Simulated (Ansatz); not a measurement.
We consider wurtzite BeO, described by G0W0@HSE06 in Ansatz (plane waves, hard PAW, contour deformation).

The same calculation (at the measured cell, 6.903 Å³/atom) with different numerical settings; throughout: k mesh 3×3×2:

| run | response cutoff (eV) | empty bands | quasiparticle gap on the mesh (eV) | quasiparticle gap at Γ (eV) | rough time |
|---|---|---|---|---|---|
| 1 | 100 | 115 | 10.889 | 10.889 | 70 core-s |
| 2 | 150 | 212 | 11.106 | 11.106 | 90 core-s |
| 3 | 200 | 326 | 11.229 | 11.229 | 3 core-min |
| 4 | 250 | 455 | 11.301 | 11.301 | 3 core-min |
| 5 | 300 | 599 | 11.339 | 11.339 | 5 core-min |
| 6 | 400 | 921 | 11.381 | 11.381 | 10 core-min |
| 7 | 500 | 1288 | 11.402 | 11.402 | 20 core-min |

In the column quasiparticle gap on the mesh (eV) the first row differs from the last by -0.513 and the next to last by -0.021.

The last row is no converged limit: other settings stay fixed.

Note: GW on a hybrid start was not checked against another program.

Ansatz is a program for electronic structure.
